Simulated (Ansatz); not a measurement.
# TaN in Ansatz: the effect of Hubbard term

Crystal: TaN.

```
CELL_PARAMETERS angstrom
0.00000 2.21132 2.21132
2.21132 0.00000 2.21132
2.21132 2.21132 0.00000
ATOMIC_POSITIONS crystal
Ta 0.50000 0.50000 0.50000
N 0.00000 0.00000 0.00000
```

The cell comes from a database or a generator and needn't be the stable form of this composition.

Alike in all runs:

```yaml
Program: Ansatz 0.2.0
Task: density of states
Functional: PBEsol
Potentials_or_basis: all-electron LAPW, scalar-relativistic
Cutoff: 355 eV (chosen from the basis error)
Basis_error_allowed: 0.001 eV/atom
k_mesh: 10 × 10 × 10
Occupations: fermi-dirac, width 0.05 eV
Spin: no spin polarisation
```

```csv
Hubbard term,pressure (GPa)
none,-10.7
Ta d U = 2 eV,-9.0
Ta d U = 4 eV,?
Ta d U = 6 eV,-4.9
Ta d U = 8 eV,-2.4
```

Problem. What does the run with Hubbard term Ta d U = 4 eV give?

Solution. Pressure -7.0 GPa.

Worked out: A parabola through the other rows of the pressure, of slope 1.03 GPa per eV there, gives -7.1 GPa, against the run's -7.0.

Caveats: U is the effective U less J, on atomic orbitals that reach past the spheres (some runs); U without spin polarisation on a metal has little footing (some runs).

Runs at the PBE level aren't shown here.
